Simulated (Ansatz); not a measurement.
# GaSb under changes of volume

One of the cells (24.084 Å³/atom); the others are scaled copies at fixed shape and fractional positions:

```
CELL_PARAMETERS angstrom
-1.55590 2.67500 2.89331
1.55590 -2.67500 2.89331
1.55590 2.67500 -2.89331
ATOMIC_POSITIONS crystal
Sb 0.50000 0.50000 0.00000
Ga 0.00000 0.00000 0.00000
```

Measurements of this composition are mostly on another form, of space group No. 216.

* Program: Ansatz 0.2.0
* Functional: PBE
* Potentials or basis: Ansatz PAW
* Cutoff: 420 eV (not typed: the program's choice for these potentials)
* k mesh: 10 × 10 × 10
* Occupations: fermi-dirac, width 0.05 eV
* Spin: no spin polarisation

| volume (Å³/atom) | energy over the lowest point (meV/atom) | pressure (GPa) |
| --- | --- | --- |
| 22.639 | ? | ? |
| 23.121 | 6.21 | 2.3 |
| 23.602 | 1.32 | 1.0 |
| 24.084 | 0.00 | -0.1 |
| 24.566 | 1.85 | -1.1 |
| 25.048 | 6.50 | -2.0 |
| 25.529 | 13.64 | -2.7 |

Q: What does the run at 22.639 Å³/atom give?

A: Energy over the lowest point 15.13 meV/atom; pressure 3.7 GPa.

Worked out: A Birch-Murnaghan fit of order 3 (a polynomial in V^(-2/3)) to the other rows has its minimum at 24.04 Å³/atom with B0 = V·E''(V) = 53 GPa and B' = 5.0 at fixed shape and positions, which overstates the stiffness. It gives 15.14 meV/atom at 22.639 Å³/atom, against the run's 15.13, and -dE/dV = 3.7 GPa, against 3.7.

Energies are extrapolated to zero smearing.
